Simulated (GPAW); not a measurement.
Runs of GPAW 26.7.0 on SrO. The structure is cubic, space group Fm-3m (No. 225). The conventional cell has a = 5.133 Å, b = 5.133 Å, c = 5.133 Å, α = 90.00°, β = 90.00°, γ = 90.00°. Around Sr (site symmetry m-3m) lie 6 O at 2.57 Å. O (site symmetry m-3m) is surrounded by 6 Sr at 2.57 Å. 

| task | level | potentials or basis | spin | cell | k mesh | cutoff (eV) | maxiter | optimizer | fmax | max steps | convergence | other keys | gap on the mesh (eV) | pressure (GPa) | V0 of scaled cells (Å³/atom) | relaxed volume (Å³/atom) | B0 (GPa) |
| --- | --- | --- | --- | --- | --- | --- | --- | --- | --- | --- | --- | --- | --- | --- | --- | --- | --- |
| relaxation of cell and atoms | PBEsol+D3(BJ) | PAW data sets generated in the run's folder for this functional, pw | off | relaxed | 9 × 9 × 9 | 800 | 150 | BFGS | 0.02 eV/Å | 60 | density=1e-05 forces=0.0001 | - | 3.29 | 0.1 | - | (b) | - |
| relaxation of cell and atoms | PBEsol | PAW data sets generated in the run's folder for this functional, pw | off | relaxed | 9 × 9 × 9 | 800 | 150 | BFGS | 0.02 eV/Å | 60 | density=1e-05 forces=0.0001 | - | 3.31 | 0.0 | - | - | - |
| equation of state | PBE+D3(BJ) | GPAW PAW data sets (gpaw-data 1.2.1), pw | off | as given | 7 × 7 × 7 | 800 | 150 | - | - | - | - | - | - | - | 17.17 | - | 89 |
| equation of state | PBEsol+D4 | PAW data sets generated in the run's folder for this functional, pw | off | as given | 7 × 7 × 7 | 800 | 150 | - | - | - | - | - | - | - | 16.74 | - | 96 |
| band structure | vdW-DF | GPAW PAW data sets (gpaw-data 1.2.1), pw | SOC, no magnetisation | as given | 7 × 7 × 7 | 800 | 150 | - | - | - | - | - | 3.63 | - | - | - | - |
| relaxation of cell and atoms | PBEsol+D3(BJ)+ATM | PAW data sets generated in the run's folder for this functional, pw | off | relaxed | 9 × 9 × 9 | 800 | 150 | BFGS | 0.02 eV/Å | 60 | density=1e-05 forces=0.0001 | - | 3.29 | 0.1 | - | 16.49 | - |
| relaxation of cell and atoms | PBEsol+D4 | PAW data sets generated in the run's folder for this functional, pw | off | relaxed | 9 × 9 × 9 | 800 | 150 | BFGS | 0.02 eV/Å | 60 | density=1e-05 forces=0.0001 | - | 3.30 | 0.0 | - | (a) | - |
| band structure | LDA | the program's PAW data sets (release 1.2.1) made for this functional, pw | SOC, no magnetisation | as given | 7 × 7 × 7 | 800 | 150 | - | - | - | - | - | 3.27 | -3.2 | - | - | - |
| single point | PBE | GPAW PAW data sets (gpaw-data 1.2.1), pw | off | as given | 7 × 7 × 7 | 900 | 100 | - | - | - | - | several, not listed | 3.45 | 3.9 | - | - | - |
| equation of state | WC | PAW data sets generated in the run's folder for this functional, pw | off | as given | 7 × 7 × 7 | 800 | 150 | - | - | - | - | - | - | - | 16.91 | - | 94 |
| relaxation of cell and atoms | PBEsol+D3 | PAW data sets generated in the run's folder for this functional, pw | off | relaxed | 9 × 9 × 9 | 800 | 150 | BFGS | 0.02 eV/Å | 60 | density=1e-05 forces=0.0001 | - | 3.30 | 0.0 | - | 16.59 | - |

Alike in all rows: smearing fermi-dirac 0.05 eV.

**Question.** Fill in the values left out.

**Answer.** (a) 16.72; (b) 16.44.

Caveats: an odd mesh through Γ misses points on the zone boundary, where band edges often lie (some runs); later steps reuse the first step's grids (some runs); spin-orbit coupling was added after a scalar SCF, so levels and gaps hold it while energy, forces, pressure and moments don't (some runs); this program's spin-orbit splittings come out too wide for heavy elements (some runs); the mesh misses the band edges, which the band path finds closer together (some runs); the relaxation stopped at its first step, so nothing moved (some runs); the PAW data sets were made with another functional, which shifts forces and pressure a little (some runs).

A k mesh can miss the band edges, and rows without SOC leave out spin-orbit coupling on Sr.
